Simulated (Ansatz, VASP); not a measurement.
# Te (linear Te chain): VASP beside Ansatz, part 2 of 2

Aim: how closely do two programs agree when they are given the same cell, functional and k mesh? The cell is taken from a series of runs on this material, whose earlier steps may have relaxed, scaled, displaced or heated it; both programs get it as it stands.

VASP 6.6.1 and Ansatz 0.2.0.

So far: The structure; VASP: single point, PBEsol, pair 1; Ansatz: single point, PBEsol, pair 1; Differences; Ansatz: single point, PBEsol, pair 2.

### Step 6. VASP: single point, PBEsol, pair 2

Level of this step: PBEsol, zero-moment start; plane waves and PAW (Te) (VASP).

The same cell, functional, mesh and smearing now go to VASP, with its own data sets.

The input, INCAR:

```
SYSTEM = Te
PREC = Accurate
ENCUT = 500
EDIFF = 1E-06
NELM = 200
ISMEAR = -1
SIGMA = 0.05
LREAL = .FALSE.
ALGO = Normal
GGA = PS
NBANDS = 9
ISPIN = 2
MAGMOM = -0
LORBIT = 11
LWAVE = .FALSE.
LCHARG = .FALSE.
ISIF = 2
LASPH = .TRUE.
GGA_COMPAT = .FALSE.
```

The input, POSCAR:

```
Te
1.0
    7.5000000000      0.0000000000      0.0000000000
    0.0000000000      7.5000000000      0.0000000000
    0.0000000000      0.0000000000      2.5056291930
Te
1
Direct
    0.5000000000      0.5000000000      0.0000000000
```

The input, KPOINTS:

```
Automatic mesh
0
Gamma
1 1 32
0 0 0
```

The projector-augmented-wave data sets are Te (PBE family, release 64).

Command:

```
mpirun -np 1 vasp_std
```

Numbers of over 12 decimals in the logs are rounded to 6 here.

What it wrote:

```text
[banner, memory and clock lines left out]
running    1 mpi-ranks, on    1 nodes
[...]
[... a notice as in an earlier step ...]

 LDA part: xc-table for (Slater+PW92), standard interpolation
 POSCAR, INCAR and KPOINTS ok, starting setup
[...]
entering main loop
       N       E                     dE             d eps       ncg     rms          rms(c)
DAV:   1     0.296628248748E+02    0.29663E+02   -0.18615E+03   612   0.423E+02
DAV:   2    -0.527930987863E+00   -0.30191E+02   -0.25491E+02   809   0.647E+01
DAV:   3    -0.236682480385E+01   -0.18389E+01   -0.18160E+01   715   0.215E+01
DAV:   4    -0.240299146717E+01   -0.36167E-01   -0.36160E-01   786   0.373E+00
[...]
DAV:  14    -0.238313549300E+01   -0.63779E-05   -0.18259E-07   620   0.361E-03    0.232E-03
DAV:  15    -0.238314123001E+01   -0.57370E-05   -0.73361E-07   636   0.496E-03    0.665E-04
DAV:  16    -0.238314142587E+01   -0.19586E-06   -0.58931E-09   712   0.504E-04
   1 F= -.23831414E+01 E0= -.23794816E+01  d E =-.731959E-02  mag=     0.0000
```

Parts of OUTCAR (step 6):

```text
  Total        0.1326579      0.1326579      8.1677695     -0.0000000      0.0000000      0.0000000
  in kB        1.5080106      1.5080106     92.8484651     -0.0000000      0.0000000      0.0000000
  external PRESSURE =      31.9548288 kB  Pullay stress =       0.0000000 kB

 POSITION                                       TOTAL-FORCE (eV/Angst)
 -----------------------------------------------------------------------------------
      3.75000      3.75000      0.00000         0.000000      0.000000      0.000000
 -----------------------------------------------------------------------------------
    total drift:                               -0.000000     -0.000000      0.000000

  FREE ENERGIE OF THE ION-ELECTRON SYSTEM (eV)
  ---------------------------------------------------
  free  energy   TOTEN  =        -2.3831414259 eV

  energy  without entropy=       -2.3758218378  energy(sigma->0) =       -2.37948163

[... 1 part as in an earlier step ...]

[... 3 further parts left out ...]
[key lines of the parts left out:]
E-fermi :  -2.2105
```

### Step 7. Differences

What differs besides the data sets and the points named for the pairs above, as far as they apply: the data sets hold 16 valence electrons in Ansatz (on its default PAW (the set named soft_2) files) and 6 in VASP. Total energies have different zeros and are not compared.

Compared:

```csv
quantity,Ansatz,VASP,difference
pressure (GPa),3.15,3.20,-0.04
```

### Step 8. Ansatz: single point, PBEsol, pair 3

A single point takes one fixed geometry, so differences don't come from the geometry; what else differs is listed under the comparison. The cell compared in this pair holds 147.07 Å³, against 140.94 Å³ for the pair before.

The cell is taken from a series of runs on this material, whose earlier steps may have relaxed, scaled, displaced or heated it; both programs get it as it stands.

The input, input.yaml:

```yaml
crystal:
  lattice:
    - [7.5, 0.0, 0.0]
    - [0.0, 7.5, 0.0]
    - [0.0, 0.0, 2.6145695927]
  atoms:
    - { symbol: Te, position: [0.5, 0.5, 0.0], spin: 0.3 }
magnetization:
  spin_polarized: true
kpoints:
  mp_grid: { grid: [1, 1, 31] }
scf:
  occupations: { method: fermi_dirac, width: 0.05 }
hamiltonian:
  xc: pbesol
output:
  transmission:
    e_range: [-2, 2]
    de: 0.035
    kmesh: [1, 1]
    reduced_basis: true
    leads: [[0, 0]]
  stress: true
```

Command:

```
ansatz run input.yaml --threads 4 --pin off --max-ram 8192MiB --backend cpu --events-out ev --progress --plain --runs-dir out
```

What it wrote:

```text
[...]
Crystal: 1 atoms, lattice volume = 147.070 Å³
Basis set: ecut = 420 eV, 2897 PW (Γ)
Bands: 13, of which v1, the nominal top of the filled ones, is band 8 counted from 1 (7 counted from 0)
Symmetry: 16 space group operations
[...]
k-points: 16 of 31
[...]
Starting moments: Σ|m| = 0.3 μB on 1 of 1 site
[...]
--- Transmission ---
  basis      : 497 plane waves across, 4 finite elements along
  points     : 1, standing for a mesh of 1 x 1
[...]
crystal 0  : Te1, at the sites [0, 0], period 2.6146 Å: whole cells are its period
[...]
filled         : 42.9 meV over the level at which it is neutral
    channels       : 3.000000e0 up, 3.000000e0 down
[...]
[key lines of the parts left out:]
SCF converged after 13 iterations
Magnetization: 0.0000 μB (8.0000 up, 8.0000 down)
Free energy (F): -6900.618210 eV
Fermi energy:    -1.826939 eV
P = ⅓ Tr σ = 1.2717 GPa (12.717 kbar)
```

### Step 9. VASP: single point, PBEsol, pair 3

The same cell, functional, mesh and smearing now go to VASP, with its own data sets.

INCAR, as its differences from that of step 6:

```diff
@@ -12,3 +12,3 @@
 ISPIN = 2
-MAGMOM = -0
+MAGMOM = 0
 LORBIT = 11
```

POSCAR, as its differences from that of step 6:

```diff
@@ -4,3 +4,3 @@
     0.0000000000      7.5000000000      0.0000000000
-    0.0000000000      0.0000000000      2.5056291930
+    0.0000000000      0.0000000000      2.6145695927
 Te
```

The input, KPOINTS:

```
Automatic mesh
0
Gamma
1 1 31
0 0 0
```

Command:

```
mpirun -np 1 vasp_std
```

What it wrote:

```text
[... set-up lines as in an earlier step ...]
 entering main loop
       N       E                     dE             d eps       ncg     rms          rms(c)
DAV:   1     0.290061851566E+02    0.29006E+02   -0.18768E+03   576   0.423E+02
DAV:   2    -0.811154276996E+00   -0.29817E+02   -0.24764E+02   736   0.641E+01
DAV:   3    -0.259620630557E+01   -0.17851E+01   -0.17574E+01   671   0.215E+01
DAV:   4    -0.263577600747E+01   -0.39570E-01   -0.39563E-01   737   0.388E+00
[...]
DAV:  14    -0.263203641648E+01   -0.91501E-05   -0.92901E-07   590   0.528E-03    0.211E-03
DAV:  15    -0.263203795030E+01   -0.15338E-05   -0.54153E-08   646   0.126E-03    0.254E-03
DAV:  16    -0.263203887558E+01   -0.92528E-06   -0.65031E-08   584   0.126E-03
   1 F= -.26320389E+01 E0= -.26274348E+01  d E =-.920807E-02  mag=    -0.0000
```

Parts of OUTCAR (step 9):

```text
  Total        0.1403573      0.1403573      3.3135983      0.0000000      0.0000000      0.0000000
  in kB        1.5290539      1.5290539     36.0983802      0.0000000      0.0000000      0.0000000
  external PRESSURE =      13.0521627 kB  Pullay stress =       0.0000000 kB

  FREE ENERGIE OF THE ION-ELECTRON SYSTEM (eV)
  ---------------------------------------------------
  free  energy   TOTEN  =        -2.6320388756 eV

  energy  without entropy=       -2.6228308043  energy(sigma->0) =       -2.62743484

 magnetization (x)
# of ion       s       p       d       tot
------------------------------------------
    1       -0.000  -0.000  -0.000  -0.000

[... 1 part as in an earlier step ...]

[... 3 further parts left out ...]
[key lines of the parts left out:]
E-fermi :  -2.4692
```

### Step 10. Comparison

What differs besides the data sets and the points named for the pairs above, as far as they apply: the data sets hold 16 valence electrons in Ansatz (on its default PAW (the set named soft_2) files) and 6 in VASP. Total energies have different zeros and are not compared.

Compared:

```csv
quantity,Ansatz,VASP,difference
pressure (GPa),1.27,1.31,-0.03
```

### Step 11. Results

- difference in pressure (single point, PBEsol, pair 1): -0.067 GPa
- difference in pressure (single point, PBEsol, pair 2): -0.044 GPa
- difference in pressure (single point, PBEsol, pair 3): -0.034 GPa

What this shows: The difference in pressure is -0.067 GPa (single point, PBEsol, pair 1), within the 1 GPa picked in this series as the mark of a large difference. The data sets hold unlike numbers of valence electrons (16 in Ansatz and 6 in VASP), so part of the differences may come from the potentials. 5 further pairs of this series are not shown here. Such differences can come from data sets, numerical settings and the points named under the comparisons, not from the functional's error against experiment.

[Lines on the potential files, build, host, timing and source positions are cut from VASP's logs without a mark.]

[Logs are printed without paths, hosts, clocks, repeated set-up lines and the standing remarks that a program may print on its own settings, such as how far it seeks lower states.]

[Hosts, paths, dates, database ids (printed as entryN), source tags and the programs' standing remarks are cut or masked in the printed files.]
